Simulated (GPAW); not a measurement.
Runs of GPAW 26.7.0 on Re. The structure is hexagonal, space group P6_3/mmc (No. 194). The conventional cell has a = 2.761 Å, b = 2.761 Å, c = 4.458 Å, α = 90.00°, β = 90.00°, γ = 120.00°. Around Re (site symmetry -6m2) lie 12 Re at 2.74 to 2.76 Å. 

| task | level | potentials or basis | spin | U | cell | k mesh | cutoff (eV) | U projector left unscaled | maxiter | band path | band points | spin axis theta (degrees) | grid spacing | other keys | mesh quality | gap on the mesh (eV) | pressure (GPa) |
| --- | --- | --- | --- | --- | --- | --- | --- | --- | --- | --- | --- | --- | --- | --- | --- | --- | --- |
| band structure | mBEEF+U | GPAW PAW data sets (gpaw-data 1.2.1), pw | collinear, antiferromagnetic start, SOC | Re d U = 4.5 eV | as given | 7 × 7 × 4 | 600 | no | 150 | GMKGALHA,LM,KH | 80 | 90 | - | - | coarse | - | (a) |
| relaxation of cell and atoms | revPBE+D4 | the program's PAW data sets (release 1.2.1) made for this functional, pw | off | - | relaxed to 5 GPa | 8 × 8 × 4 | 600 | - | 150 | - | - | - | - | - | not flagged | none | 5.2 |
| relaxation of cell and atoms | r2SCAN+D4 | GPAW PAW data sets (gpaw-data 1.2.1), pw | off | - | relaxed | 8 × 8 × 4 | 600 | - | 150 | - | - | - | - | - | not flagged | none | 0.0 |
| band structure | PBE+U | GPAW PAW data sets (gpaw-data 1.2.1), pw | off | Re d U = 4 eV | as given | 8 × 8 × 4 | 600 | - | 150 | GMKGALHA,LM,KH | 80 | - | - | - | not flagged | - | 2.1 |

Alike in all rows: smearing fermi-dirac 0.05 eV.

Estimate the missing entries.

(a) -7.5.

Caveats: some runs use coarse meshes; the PAW data sets were made with another functional, which shifts forces and pressure a little (some runs); the U is typed as a test and isn't derived for this compound (some runs); later steps reuse the first step's grids (some runs); pairwise dispersion overbinds metals, which lowers pressure and volume (some runs); spin-orbit coupling was added after a scalar SCF, so levels and gaps hold it while energy, forces, pressure and moments don't (some runs); this program's spin-orbit splittings come out too wide for heavy elements (some runs); spin-orbit coupling is left out, which moves the levels of the heavy elements (some runs).

A k mesh can miss the band edges, and rows without SOC leave out spin-orbit coupling on Re.

A gap of «none» marks a metal or a gap under the smearing width.
